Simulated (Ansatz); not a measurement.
Wurtzite InN was calculated with r²SCAN+SOC (PAW; Ansatz, a first-principles code).

Numerical settings: plane-wave cutoff 560 eV, 12×12×6 k mesh (along the axes of the cell as run), Fermi–Dirac smearing 0.01 eV, PAW data made under PBE.

Computed at the level's own relaxed cell.

Q: Give the computed lattice constant a, bulk modulus B0, c axis length and volume per atom.

A: 
lattice constant a: 3.547 Å
bulk modulus B0: 140 GPa
c axis length: 5.721 Å
volume per atom: 15.58 Å³/atom

Measured, for comparison: lattice constant a 3.537 Å (room temperature, not corrected to a static lattice, our sources range from 3.533 to 3.545; as tabulated in Lucero et al. (2012), arXiv:1111.4515); bulk modulus 126 GPa (room temperature, not corrected to a static lattice; as tabulated in Phys. Rev. B 49, 14 (GaN and InN under pressure), abstract); lattice parameter c 5.703 Å (300 K, not corrected to a static lattice; as tabulated in Vurgaftman et al. (2001), doi:10.1063/1.1368156); equilibrium volume per atom 15.38 Å³/atom (300 K, not corrected to a static lattice; as tabulated in Wikipedia's data pages). Computed (rounded) less measured: lattice constant a +0.3 % (+0.1 % to +0.4 % over the range), bulk modulus +11 %, lattice parameter c +0.3 %, equilibrium volume per atom +1.3 %.

Note: the bulk modulus comes from volumes at which shape and atoms were relaxed.

Static lattice: no zero-point or thermal effects.

Computing time: around 40 core-minutes (rough).
